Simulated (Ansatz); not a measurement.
Bulk crystal (Si$_{2}$Mo) after relaxation:

```xyz
3
Lattice="-1.5950 1.5950 3.9107 1.5950 -1.5950 3.9107 1.5950 1.5950 -3.9107" Properties=species:S:1:pos:R:3 pbc="T T T"
Si    0.0000    0.0000    2.6206
Si    0.0000    0.0000    5.2008
Mo    0.0000    0.0000    0.0000
```

Miller indices refer to the conventional cell of I4/mmm (No. 139), a = 3.190 Å, b = 3.190 Å, c = 7.821 Å, α = 90.00°, β = 90.00°, γ = 90.00°.

Consider the (101) slab of 11 planes, 9.8 Å thick with 15 Å of vacuum as cut; outer planes Si (top) and Si (bottom), all atoms relaxed.

All numbers below come from Ansatz 0.2.0, DFT PBEsol, scalar-relativistic, plane waves, PAW. Plane waves to 420 eV, a k mesh through Γ of 12×8×1 on the computed 11-atom cell and Gaussian smearing (0.10 eV); no spin polarisation. The cell repeats along c with a dipole correction in the vacuum.

The slab isn't stoichiometric (Si8Mo3), so its surface energy depends on the chemical potentials; it is given with the excess atoms taken from the element's standard state, a limit at which the compound may itself be unstable, so the figure can be too low. The work function read from the bulk's Fermi level differs by 0.43 eV, so the slab's middle doesn't match the bulk reference (too thin, or relaxed to another structure or magnetic state).

(1) Predict the surface energy with the excess atoms taken from the elements.

(2) Estimate the work function.

(3) The top two planes lie 0.974 Å apart in the bulk. How does relaxation change this?

Results:

(1) 2.52 J/m².

(2) 5.32 eV.

(3) The spacing becomes 0.943 Å (-3.3 %).